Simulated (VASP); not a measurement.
# CdS (Hawleyite) (F-43m) in VASP: further runs, part 2 of 2

VASP 6.6.1. The steps go on from the part before.

## 3. Dielectric tensor, LDA

INCAR

```
ALGO = Normal ; EDIFF = 1E-8
ENCUT = 650 ; GGA = CA
ISIF = 2 ; ISMEAR = 0
LASPH = True ; LCHARG = False
LEPSILON = True ; LREAL = False
LWAVE = False ; NELM = 100
PREC = Accurate ; SIGMA = 0.01
```

KPOINTS

```
k-points
0
Gamma
  5 5 5
```

POSCAR

```
CdS
1.0
    0.0000000000      2.9165000000      2.9165000000
    2.9165000000      0.0000000000      2.9165000000
    2.9165000000      2.9165000000      0.0000000000
Cd S
1 1
Direct
    0.0000000000      0.0000000000      0.0000000000
    0.7500000000      0.7500000000      0.7500000000
```

Potentials or basis: VASP PAW LDA potentials, release 64 (Cd, S).

Run with:

```console
$ cat potpaw_LDA.64/Cd/POTCAR potpaw_LDA.64/S/POTCAR > POTCAR
$ mpirun -np 1 vasp_std > vasp.out
```

OUTCAR:

```text
EDIFF = 1E-8
   ENCUT = 650
   GGA = CA
   ISIF = 2
   ISMEAR = 0
   LASPH = True
   LEPSILON = True
   LREAL = False
   NELM = 100
   PREC = Accurate

 Found     10 irreducible k-points:

 Following reciprocal coordinates:
            Coordinates               Weight
  0.000000  0.000000  0.000000      1.000000
  0.200000  0.000000  0.000000      8.000000
  0.400000  0.000000  0.000000      8.000000
  0.200000  0.200000  0.000000      6.000000
  0.400000  0.200000  0.000000     24.000000
 -0.400000  0.200000  0.000000     24.000000
   k-points           NKPTS =     10   k-points in BZ     NKDIM =     10   number of bands    NBANDS=     13
   number of dos      NEDOS =    301   number of ions     NIONS =      2
   total plane-waves  NPLWV =  46656
   dimension x,y,z NGX =    36 NGY =   36 NGZ =   36
[... 234 lines left out ...]
     0.75772 -0.00042  0.00000
     0.00000  0.00000  0.00047

 MACROSCOPIC STATIC DIELECTRIC TENSOR (including local field effects in DFT)
 ------------------------------------------------------
          11.613543    -0.000000     0.000000
           0.000000    11.613543    -0.000000
           0.000000     0.000000    11.613543
 ------------------------------------------------------

 PIEZOELECTRIC TENSOR (including local field effects)  for field in x, y, z        (e  Angst)
          XX          YY          ZZ          XY          YZ          ZX
  --------------------------------------------------------------------------------
  x     0.00000    -0.00000    -0.00000     0.00000     2.38673    -0.00000
  y    -0.00000    -0.00000    -0.00000    -0.00000    -0.00000     2.38673
  z    -0.00000    -0.00000     0.00000     2.38673    -0.00000     0.00000

 PIEZOELECTRIC TENSOR (including local field effects)  for field in x, y, z        (C/m^2)
          XX          YY          ZZ          XY          YZ          ZX
  --------------------------------------------------------------------------------
  x     0.00000    -0.00000    -0.00000     0.00000     0.77072    -0.00000
  y    -0.00000    -0.00000    -0.00000    -0.00000    -0.00000     0.77072
  z    -0.00000    -0.00000     0.00000     0.77072    -0.00000     0.00000

 BORN EFFECTIVE CHARGES (including local field effects) (in |e|, cummulative output)
 ---------------------------------------------------------------------------------
 ion    1
    1     2.47867    -0.00000    -0.00000
    2     0.00000     2.47867    -0.00000
    3     0.00000    -0.00000     2.47867
 ion    2
    1    -2.47867     0.00000     0.00000
    2    -0.00000    -2.47867     0.00000
    3    -0.00000     0.00000    -2.47867
```

stdout:

```text
POSCAR found type information on POSCAR CdS
 POSCAR found :  2 types and       2 ions
 scaLAPACK will be used
 LDA part: xc-table for (Slater(with rela. corr.)+CA(PZ))
 , standard interpolation
 POSCAR, INCAR and KPOINTS ok, starting setup
 FFT: planning ... GRIDC
 FFT: planning ... GRID_SOFT
 FFT: planning ... GRID
 WAVECAR not read
 entering main loop
 Linear response reoptimize wavefunctions to high precision
 Linear response G [H, r] |phi>, progress :
  Direction:   1
 Linear response G [H, r] |phi>, progress :
  Direction:   2
 Linear response G [H, r] |phi>, progress :
  Direction:   3
 Linear response to external field (no local field effect), progress :
  Direction:   1
 dielectric tensor                  component  1 :    12.919     3.006     1.087
 Linear response to external field (no local field effect), progress :
  Direction:   2
 dielectric tensor                  component  2 :     3.005    12.986    -1.174
 Linear response to external field (no local field effect), progress :
  Direction:   3
 dielectric tensor                  component  3 :     1.089    -1.176    10.097
 Linear response to external field, progress :
  Direction:   1
 dielectric tensor                  component  1 :    11.614     1.818     0.433
 Linear response to external field, progress :
  Direction:   2
 dielectric tensor                  component  2 :     1.817    11.614     0.350
 Linear response to external field, progress :
  Direction:   3
 dielectric tensor                  component  3 :     1.334     0.917    11.614
 Born effective charges drift removed
```

Wall time 73 s (1 thread of Intel Xeon 6975P-C (Granite Rapids), shared host); peak memory 0.23 GiB.

The run converged, but some of its settings lie outside the range that counts as converged, so its numbers aren't taken as properties of the crystal.

What came out:

| Property | Result |
| --- | --- |
| Band gap on the k mesh | 0.89 eV, direct |
| Electronic dielectric tensor (diagonal) | 11.61 |
| Born charges (mean of the diagonal) | Cd +2.48; S -2.48 e |

## 4. Dielectric tensor, LDA

INCAR: that of step 3 with these lines changed.

```diff
@@ -1,3 +1,3 @@
 ALGO = Normal ; EDIFF = 1E-8
-ENCUT = 650 ; GGA = CA
+ENCUT = 280 ; GGA = CA
 ISIF = 2 ; ISMEAR = 0
```

KPOINTS

```
k-points
0
Gamma
  8 8 8
```

POSCAR is that of step 3.

Potentials or basis: VASP PAW LDA potentials, release 64 (Cd, S).

Run with:

```console
$ cat potpaw_LDA.64/Cd/POTCAR potpaw_LDA.64/S/POTCAR > POTCAR
$ mpirun -np 1 vasp_std > vasp.out
```

OUTCAR:

```text
EDIFF = 1E-8
   ENCUT = 280
   GGA = CA
   ISIF = 2
   ISMEAR = 0
   LASPH = True
   LEPSILON = True
   LREAL = False
   NELM = 100
   PREC = Accurate

 Found     29 irreducible k-points:

 Following reciprocal coordinates:
            Coordinates               Weight
  0.000000  0.000000  0.000000      1.000000
  0.125000  0.000000  0.000000      8.000000
  0.250000  0.000000  0.000000      8.000000
  0.375000  0.000000  0.000000      8.000000
  0.500000  0.000000  0.000000      4.000000
  0.125000  0.125000  0.000000      6.000000
   k-points           NKPTS =     29   k-points in BZ     NKDIM =     29   number of bands    NBANDS=     13
   number of dos      NEDOS =    301   number of ions     NIONS =      2
   total plane-waves  NPLWV =  13824
   dimension x,y,z NGX =    24 NGY =   24 NGZ =   24
[... 234 lines left out ...]
     0.65418 -0.00042  0.00000
     0.00000  0.00000  0.00018

 MACROSCOPIC STATIC DIELECTRIC TENSOR (including local field effects in DFT)
 ------------------------------------------------------
           7.579817    -0.000000    -0.000000
          -0.000000     7.579817     0.000000
          -0.000000     0.000000     7.579817
 ------------------------------------------------------

 PIEZOELECTRIC TENSOR (including local field effects)  for field in x, y, z        (e  Angst)
          XX          YY          ZZ          XY          YZ          ZX
  --------------------------------------------------------------------------------
  x    -0.00000    -0.00000     0.00000     0.00000     2.04080     0.00000
  y     0.00000     0.00000    -0.00000     0.00000    -0.00000     2.04080
  z    -0.00000     0.00000     0.00000     2.04080     0.00000     0.00000

 PIEZOELECTRIC TENSOR (including local field effects)  for field in x, y, z        (C/m^2)
          XX          YY          ZZ          XY          YZ          ZX
  --------------------------------------------------------------------------------
  x    -0.00000    -0.00000     0.00000     0.00000     0.65901     0.00000
  y     0.00000     0.00000    -0.00000     0.00000    -0.00000     0.65901
  z    -0.00000     0.00000     0.00000     0.65901     0.00000     0.00000

 BORN EFFECTIVE CHARGES (including local field effects) (in |e|, cummulative output)
 ---------------------------------------------------------------------------------
 ion    1
    1     2.22226     0.00000    -0.00000
    2    -0.00000     2.22226     0.00000
    3    -0.00000     0.00000     2.22226
 ion    2
    1    -2.22226    -0.00000     0.00000
    2     0.00000    -2.22226    -0.00000
    3     0.00000     0.00000    -2.22226
```

OSZICAR:

```text
N       E                     dE             d eps       ncg     rms          rms(c)
DAV:   1     0.706362522463E+02    0.70636E+02   -0.66590E+03   807   0.768E+02
DAV:   2    -0.530888732717E+01   -0.75945E+02   -0.73451E+02   904   0.230E+02
DAV:   3    -0.788444392768E+01   -0.25756E+01   -0.25705E+01   864   0.437E+01
[... 11 lines left out ...]
RMM:   6    -0.942391085263E+00   -0.14549E-02   -0.36753E-05  4030   0.441E-02    0.139E-02
RMM:   7    -0.942488786375E+00   -0.97701E-04   -0.62202E-07  4067   0.100E-02    0.215E-03
RMM:   8    -0.942541496671E+00   -0.52710E-04   -0.47537E-07  3884   0.305E-03    0.718E-04
RMM:   9    -0.942539699736E+00    0.17969E-05   -0.65698E-07  4180   0.654E-04    0.426E-04
RMM:  10    -0.942542191401E+00   -0.24917E-05   -0.75255E-08  4038   0.382E-04    0.607E-05
RMM:  11    -0.942541885400E+00    0.30600E-06   -0.17390E-08  3054   0.103E-04    0.192E-05
RMM:  12    -0.942541748716E+00    0.13668E-06    0.21318E-09  1701   0.562E-05    0.250E-06
```

stdout:

```text
POSCAR found type information on POSCAR CdS
 POSCAR found :  2 types and       2 ions
 scaLAPACK will be used
 LDA part: xc-table for (Slater(with rela. corr.)+CA(PZ))
 , standard interpolation
 POSCAR, INCAR and KPOINTS ok, starting setup
 FFT: planning ... GRIDC
 FFT: planning ... GRID_SOFT
 FFT: planning ... GRID
 WAVECAR not read
 entering main loop
 Linear response reoptimize wavefunctions to high precision
 Linear response G [H, r] |phi>, progress :
  Direction:   1
 Linear response G [H, r] |phi>, progress :
  Direction:   2
 Linear response G [H, r] |phi>, progress :
  Direction:   3
 Linear response to external field (no local field effect), progress :
  Direction:   1
 dielectric tensor                  component  1 :     8.833     2.862     0.887
 Linear response to external field (no local field effect), progress :
  Direction:   2
 dielectric tensor                  component  2 :     2.862     9.179    -1.172
 Linear response to external field (no local field effect), progress :
  Direction:   3
 dielectric tensor                  component  3 :     0.891    -1.173     6.033
 Linear response to external field, progress :
  Direction:   1
 dielectric tensor                  component  1 :     7.580     1.343     0.570
 Linear response to external field, progress :
  Direction:   2
 dielectric tensor                  component  2 :     1.309     7.580     0.433
 Linear response to external field, progress :
  Direction:   3
 dielectric tensor                  component  3 :     1.025     0.887     7.580
 Born effective charges drift removed
```

It took 41 s on 1 thread of Intel Xeon 6975P-C (Granite Rapids), shared host; peak memory 0.18 GiB.

The run converged, but some of its settings lie outside the range that counts as converged, so its numbers aren't taken as properties of the crystal.

What came out:

- Band gap on the k mesh: 0.89 eV, direct
- Electronic dielectric tensor (diagonal): 7.58
- Born charges (mean of the diagonal): Cd +2.22; S -2.22 e
